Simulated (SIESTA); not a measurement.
Runs of SIESTA 5.4.2 on CoSi2. Symmetry: Fm-3m, No. 225, cubic system. The conventional cell has a = 5.356 Å, b = 5.356 Å, c = 5.356 Å, α = 90.00°, β = 90.00°, γ = 90.00°. Co (site symmetry m-3m) has 8 Si at 2.32 Å as nearest neighbours. Si (site symmetry -43m) is surrounded by 4 Co at 2.32 Å. 

| level | potentials or basis | k mesh | V0 of scaled cells (Å³/atom) | B0 (GPa) |
| --- | --- | --- | --- | --- |
| LDA | PseudoDojo 0.4 standard (LDA files), DZP (energy shift 0.003 Ry; two zetas on semicore shells) | 7 × 7 × 7 | 12.29 | (a) |
| PBE | PseudoDojo 0.4 standard (PBE files), DZP (energy shift 0.003 Ry; two zetas on semicore shells) | 9 × 9 × 9 | 12.91 | 183 |
| PBEsol | PseudoDojo 0.4 standard (PBEsol files), DZP (energy shift 0.003 Ry; two zetas on semicore shells) | 9 × 9 × 9 | 12.58 | 199 |
| PBEsol | PseudoDojo 0.4 standard (PBEsol files), DZP (energy shift 0.003 Ry; two zetas on semicore shells) | 7 × 7 × 7 | (b) | 199 |

Alike in all rows: task equation of state; spin collinear, ferromagnetic start; cell as given; smearing fermi-dirac 0.05 eV; grid cutoff 800 Ry; energy shift 0.003 Ry.

Estimate the missing entries.

(a) 208; (b) 12.57.

Caveats: short orbitals over semicore shells can move pressures by several GPa; the basis of atomic orbitals isn't converged, which shifts pressures, moduli and gaps.

Not every run made on this cell is shown here.
